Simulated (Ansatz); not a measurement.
Write the native input for Ansatz 0.2.0 that does the following.

* Task: relaxation of cell and atoms
* Functional: PBEsol
* Potentials or basis: Ansatz PAW
* Cutoff: 420 eV (not typed: the program's choice for these potentials)
* k mesh: 9 × 9 × 5
* Occupations: fermi-dirac, width 0.05 eV
* Spin: no spin polarisation
* Target pressure (GPa): 0

Crystal: Pb.

```xyz
2
Lattice="3.0386 -1.7503 0.0000 3.0386 1.7503 0.0000 -2.1155 0.0000 6.0952" Properties=species:S:1:pos:R:3 pbc="T T T"
Pb    3.9848    0.0000    4.4269
Pb   -0.0230    0.0000    1.6683
```

This isn't the form of Pb at room conditions, which is fcc.

The input as run:

input.yaml

```yaml
crystal:
  lattice:
    - [3.0386068135, -1.75031996, 0.0]
    - [3.0386068135, 1.75031996, 0.0]
    - [-2.1154626375, 0.0, 6.0952248674]
  atoms:
    - { symbol: Pb, position: [0.90850841, 0.90850841, 0.7262922] }
    - { symbol: Pb, position: [0.09149159, 0.09149159, 0.2737078] }
hamiltonian:
  xc: pbesol
  pseudopotentials: { kind: paw }
kpoints:
  mp_grid: { grid: [9, 9, 5] }
scf:
  occupations: { method: fermi_dirac, width: 0.05 }
output:
  forces: true
  stress: true
  eigenvalues: true
relax:
  f_tol: 0.01
  max_steps: 40
  cell: { stress_tol: 0.05 }
```

Potentials or basis: Ansatz PAW.

Command:

```console
$ ansatz run input.yaml --threads 2 --pin off --max-ram 5632MiB --backend cpu --events-out ev --progress --plain --runs-dir out
```

It gave:

```json
{"Relaxed volume": "30.05 Å³/atom", "Relaxed cell": "a = 3.527 Å, b = 3.527 Å, c = 7.014 Å, α = 121.39°, β = 121.39°, γ = 59.40°", "Space group after relaxing (to 0.05 Å)": "C2/m (No. 12)", "Energy gained by relaxing": "77.4 meV/atom", "Ionic steps": "14", "Pressure after relaxing": "0.0 GPa", "Band gap on the k mesh": "none (metal or under the smearing width)"}
```

Caveat: the plane-wave basis is chosen anew once the cell has moved, so the energies of steps on either side of that aren't comparable; the PAW data sets come from PBE, with cores solved anew for the run's functional, which leaves a small shift of forces and pressure.

Run time: 68 s on 2 threads of Arm Neoverse V1 (shared host), peak memory 0.41 GiB.
